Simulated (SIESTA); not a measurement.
Wanted: an ASE script for a SIESTA 5.4.2 run.

* Task: relaxation of cell and atoms
* Functional: optB88-vdW
* Potentials or basis: PseudoDojo 0.4 standard (PBE files)
* Basis: DZP (energy shift 0.002 Ry)
* Grid cutoff: 800 Ry
* Energy shift: 0.002 Ry
* k mesh: 8 × 8 × 8
* Occupations: fermi-dirac, width 0.05 eV
* Spin: no spin polarisation
* force tolerance: 0.04 eV/Å

Crystal: Ge.

```xyz
2
Lattice="0.0000 2.8289 2.8289 2.8289 0.0000 2.8289 2.8289 2.8289 0.0000" Properties=species:S:1:pos:R:3 pbc="T T T"
Ge    4.2434    4.2434    4.2434
Ge    2.8289    2.8289    2.8289
```

These files were run (other wordings do the same):

run.py

```python
from ase import Atoms
from ase.calculators.siesta import Siesta
from ase.units import Ry, GPa
from ase.optimize import BFGS
from ase.filters import FrechetCellFilter

atoms = Atoms(
    ['Ge', 'Ge'],
    cell=[
        [0.0, 2.82891, 2.82891],
        [2.82891, 0.0, 2.82891],
        [2.82891, 2.82891, 0.0],
    ],
    scaled_positions=[
        [0.75, 0.75, 0.75],
        [0.5, 0.5, 0.5],
    ],
    pbc=True,
)

fdf = {
    'SCFMustConverge': False,
    'OccupationFunction': 'FD',
    'ElectronicTemperature': '0.05 eV',
    'MaxSCFIterations': '120',
    'SCF.Mixer.Method': 'Pulay',
    'SCF.Mixer.Weight': '0.25',
    'SCF.Mixer.History': '8',
    'SCF.DM.Tolerance': '5.0e-05',
    'SCF.H.Tolerance': '1.0e-03 eV',
    'WriteForces': 'true',
    'Charge.Mulliken': 'end',
}
calc = Siesta(
    label="Ge",
    command="siesta < PREFIX.fdf > PREFIX.out",
    pseudo_path="pseudos",
    pseudo_qualifier="",
    xc=('VDW', 'KBM'),
    basis_set="DZP",
    mesh_cutoff=800 * Ry,
    energy_shift=0.002 * Ry,
    kpts=[8, 8, 8],
    spin="non-polarized",
    fdf_arguments=fdf,
)
atoms.calc = calc

opt = BFGS(FrechetCellFilter(atoms), trajectory="relax.traj")
converged = opt.run(fmax=0.04, steps=40)
print("converged:", converged)
print("cell (A):", atoms.cell.cellpar().round(5))
print("scaled positions:")
print(atoms.get_scaled_positions().round(6))
print(f"energy = {atoms.get_potential_energy():.6f} eV")
free = atoms.get_potential_energy(force_consistent=True)
print(f"free energy = {free:.6f} eV")
print("forces (eV/A):")
print(atoms.get_forces(apply_constraint=False).round(6))
print("stress (GPa, Voigt order, tension positive):", (atoms.get_stress() / GPa).round(4))
```

Potentials or basis: PseudoDojo 0.4 standard (PBE files), DZP (energy shift 0.002 Ry).

Command:

```sh
$ python run.py
```

Results of the run:

* Relaxed volume: 25.18 Å³/atom
* Relaxed cell: a = 4.145 Å, b = 4.145 Å, c = 4.145 Å, α = 60.00°, β = 60.00°, γ = 60.00°
* Space group after relaxing (to 0.05 Å): Fd-3m (No. 227)
* Energy gained by relaxing: 50.1 meV/atom
* Ionic steps: 4
* Pressure after relaxing: 0.0 GPa
* Band gap on the k mesh: none (metal or under the smearing width)

Caveat: semicore shells carry a single zeta, which can move pressures by several GPa and volumes by a few percent; the potentials were made for another functional, which shifts forces and pressure; the volume moved by +11 % from the deposited cell, more than functionals usually miss; the basis of atomic orbitals isn't converged, which shifts pressures, moduli and gaps.

It took 4.6 min on 1 thread of Arm Neoverse V1, with other jobs on the host, peak memory 0.46 GiB.
